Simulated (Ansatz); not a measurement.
Bi2Te2Se:

```
CELL_PARAMETERS angstrom
2.16097 1.24764 10.58557
-2.16097 1.24764 10.58557
0.00000 -2.49527 10.58557
ATOMIC_POSITIONS crystal
Bi 0.39172 0.39172 0.39172
Bi 0.60828 0.60828 0.60828
Te 0.78040 0.78040 0.78040
Te 0.21960 0.21960 0.21960
Se 0.00000 0.00000 0.00000
```

The cell is a database's computed one.

Base run:

```yaml
Program: Ansatz 0.2.0
Functional: LDA
Potentials_or_basis: Ansatz PAW
Cutoff: 420 eV
Density_cutoff: 1680 eV
k_mesh: 5 × 5 × 5
Occupations: fermi-dirac, width 0.05 eV
Spin: spin-orbit coupling, no magnetisation
```

Its results: band gap on the k mesh 0.16 eV, indirect (least direct gap 0.27 eV); pressure -2.3 GPa; largest force 0.062 eV/Å.

Task: The run is repeated on the same cell with these changes: functional from LDA to r2SCAN; cutoff from 420 eV to 500 eV; density cutoff from 1680 eV to 2000 eV. What comes out?

Result: Band gap on the k mesh 0.05 eV, direct; pressure 0.4 GPa; largest force 0.072 eV/Å.

Caveats: the PAW data sets come from PBE, with cores solved anew for the run's functional, which leaves a small shift of forces and pressure.

Not every run made on this cell is shown here.
